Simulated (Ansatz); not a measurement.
# SnS: the cost of one run

Program: Ansatz 0.2.0. Level of theory: DFT PBEsol, scalar-relativistic, plane waves, PAW. These are calculated values, not measurements.

That is the level of the relaxation; later steps name their own.

1 further run of the same task is left out (set aside as unsound or not needed).

## Step 1: The starting structure

It takes space group Pnma (No. 62, orthorhombic). The conventional cell has a = 11.097 Å, b = 3.984 Å, c = 4.231 Å, α = 90.00°, β = 90.00°, γ = 90.00°. Sn (site symmetry m) has 3 S at 2.63 to 2.67 Å as nearest neighbours. S (site symmetry m) is surrounded by 3 Sn at 2.63 to 2.67 Å.

Coordinates:

```cif
data_structure
_symmetry_space_group_name_H-M 'P 1'
_symmetry_Int_Tables_number 1
_cell_length_a 11.0974
_cell_length_b 3.9845
_cell_length_c 4.2313
_cell_angle_alpha 90.000
_cell_angle_beta 90.000
_cell_angle_gamma 90.000
_cell_volume 187.10
loop_
_atom_site_label
_atom_site_type_symbol
_atom_site_fract_x
_atom_site_fract_y
_atom_site_fract_z
_atom_site_occupancy
Sn1 Sn 0.11852 0.25000 0.11090 1
Sn2 Sn 0.38148 0.75000 0.61090 1
Sn3 Sn 0.61852 0.25000 0.38910 1
Sn4 Sn 0.88148 0.75000 0.88910 1
S1 S 0.85331 0.25000 0.47414 1
S2 S 0.64669 0.75000 0.97414 1
S3 S 0.35331 0.25000 0.02586 1
S4 S 0.14669 0.75000 0.52586 1
```

It is the result of an earlier relaxation at this level (volume 23.39 Å³/atom; gap on the mesh: 0.74 eV).

## Step 2: Band edges over the whole zone

File input.yaml:

```yaml
crystal:
  lattice:
    - [11.0974173467, 0.0, 0.0]
    - [0.0, 3.984478558, 0.0]
    - [0.0, 0.0, 4.2312672639]
  atoms:
    - { symbol: Sn, position: [0.1185181708, 0.25, 0.1109038287] }
    - { symbol: Sn, position: [0.3814818292, 0.75, 0.6109038287] }
    - { symbol: Sn, position: [0.6185181708, 0.25, 0.3890961713] }
    - { symbol: Sn, position: [0.8814818292, 0.75, 0.8890961713] }
    - { symbol: S, position: [0.853306836, 0.25, 0.4741376812] }
    - { symbol: S, position: [0.646693164, 0.75, 0.9741376812] }
    - { symbol: S, position: [0.353306836, 0.25, 0.0258623188] }
    - { symbol: S, position: [0.146693164, 0.75, 0.5258623188] }
basis:
  ecutwfc: 420
kpoints:
  mp_grid: { grid: [4, 8, 6] }
  band_path: { path: [VBM, CBM], npoints: 2 }
hamiltonian:
  xc: pbesol
scf:
  occupations: { method: gaussian, width: 0.02 }
output:
  forces: true
  stress: true
  eigenvalues: true
```

Launch:

```
$ ansatz run input.yaml --threads 4 --pin off --max-ram 10240MiB --backend cpu --events-out ev --progress --plain --runs-dir out
```

Q: Estimate wall time and peak memory on 4 threads of Intel Xeon 6975P-C (Granite Rapids), shared host.

About 20 s, with a peak of 0.8 GiB.
